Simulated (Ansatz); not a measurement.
BN in Ansatz: the effect of functional

The system is BN.

```
N B
1.0
     1.27566    0.73650    3.43909
    -1.27566    0.73650    3.43909
     0.00000   -1.47301    3.43909
N B
1 1
Direct
  0.66724 0.66724 0.66724
  0.00033 0.00033 0.00033
```

The cell is a database's computed one.

The cell isn't the ideal one: volume scaled by 1.06.

Alike in all runs:

```yaml
Program: Ansatz 0.2.0
Task: single point
Potentials_or_basis: Ansatz PAW
k_mesh: 12 × 12 × 12
Occupations: fermi-dirac, width 0.05 eV
Spin: no spin polarisation
```

```tsv
functional	cutoff	gap on the mesh (eV)	pressure (GPa)
LDA	420 eV (not typed: the program's choice for these potentials)	?	?
PBEsol	420 eV (not typed: the program's choice for these potentials)	4.12	-11.9
r2SCAN	500 eV (not typed: the program's choice for these potentials)	4.72	-13.2
```

What does the run with functional LDA give?

gap on the mesh 4.04 eV; pressure -16.5 GPa.

Caveats: the PAW data sets come from PBE, with cores solved anew for the run's functional, which leaves a small shift of forces and pressure.

A k mesh can miss the band edges.
